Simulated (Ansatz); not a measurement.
# CaO: the band gap up the ladder of functionals

The task here is to estimate one member of a computed series from the others.

Program: Ansatz 0.2.0. PAW datasets, plane waves. No spin polarisation and no zero-point or thermal motion.

### Starting point

The cell was relaxed beforehand with r2SCAN.

Space group Fm-3m (No. 225), cubic; conventional cell a = 4.795 Å, 13.78 Å³ an atom. Around Ca lie 6 O at 2.40 Å; around O lie 6 Ca at 2.40 Å.

Structure file:

```cif
data_structure
_symmetry_space_group_name_H-M 'P 1'
_symmetry_Int_Tables_number 1
_cell_length_a 3.3906
_cell_length_b 3.3906
_cell_length_c 3.3906
_cell_angle_alpha 60.000
_cell_angle_beta 60.000
_cell_angle_gamma 60.000
_cell_volume 27.56
loop_
_atom_site_label
_atom_site_type_symbol
_atom_site_fract_x
_atom_site_fract_y
_atom_site_fract_z
_atom_site_occupancy
Ca1 Ca 0.00000 0.00000 0.00000 1
O1 O 0.50000 0.50000 0.50000 1
```

Set-up of the first run:

input.yaml

```yaml
crystal:
  lattice:
    - [0.0, 2.3975473904, 2.3975473904]
    - [2.3975473904, 0.0, 2.3975473904]
    - [2.3975473904, 2.3975473904, 0.0]
  atoms:
    - { symbol: Ca, position: [0.0, 0.0, 0.0] }
    - { symbol: O, position: [0.5, 0.5, 0.5] }
kpoints:
  mp_grid: { grid: [10, 10, 10] }
  band_path:
    path:
      - [[0.0, 0.0, 0.0], [0.5, 1.16888393083e-34, 0.5], [0.625, 0.25, 0.625]]
      - [[0.375, 0.375, 0.75], [0.0, 0.0, 0.0], [0.5, 0.5, 0.5], [0.5, 0.25, 0.75], [0.5, 1.16888393083e-34, 0.5]]
    npoints: 10
hamiltonian:
  xc: pbe
scf:
  occupations: { method: fermi_dirac, width: 0.02 }
  n_extra_bands: 4
output:
  forces: true
  stress: true
  eigenvalues: true
```

Command:

```console
ansatz run input.yaml --threads 2 --pin off --max-ram 2211MiB --backend cpu --events-out ev --progress --plain --runs-dir out
```

Steps of the session up to this table: Band structure with PBE; r2SCAN; HSE06 at the same geometry; PBE0 at the same geometry; Single point with LDA; One-shot GW from PBE; G0W0 on PBE; DDH-PBE0; r2SCAN0; Hartree-Fock at the same geometry.

One of the session's tables, all rows but one given; the rest of the session is left out.

| level | gap (eV) |
| --- | --- |
| PBE | 3.65 |
| r2SCAN | 4.20 |
| HSE06 | ? |
| PBE0 | 6.05 |
| LDA | 3.48 |
| G0W0@PBE (82 empty bands) | 5.78 |
| G0W0@PBE (204 empty bands) | 5.96 |
| DDH-PBE0 | 6.19 |
| r2SCAN0 | 6.43 |
| Hartree-Fock | 13.98 |

Estimate the missing values for HSE06.

As computed: gap (eV): 5.31. In the column «gap (eV)» it lies between r2SCAN (4.20) and G0W0@PBE (82 empty bands) (5.78).

Meshes: PBE 10×10×10, r2SCAN 10×10×10, HSE06 6×6×6, PBE0 6×6×6, LDA 10×10×10, DDH-PBE0 6×6×6, r2SCAN0 6×6×6, Hartree-Fock 6×6×6

In words: LDA gives the least gap, 3.48 eV, and Hartree-Fock the largest, 13.98 eV. PBE reaches 61 % of the G0W0@PBE value, and r2SCAN 70 %. PBE0 lies 0.74 eV above HSE06, which differs from it by screening the long-range exchange. Hartree-Fock lies above G0W0@PBE by 8.0 eV. G0W0 here is at a finite number of bands, screening cutoff and k mesh, not at the basis limit.

Limits of these values: Warnings in the runs' records: stress exchange threshold loose, stress scf threshold loose.
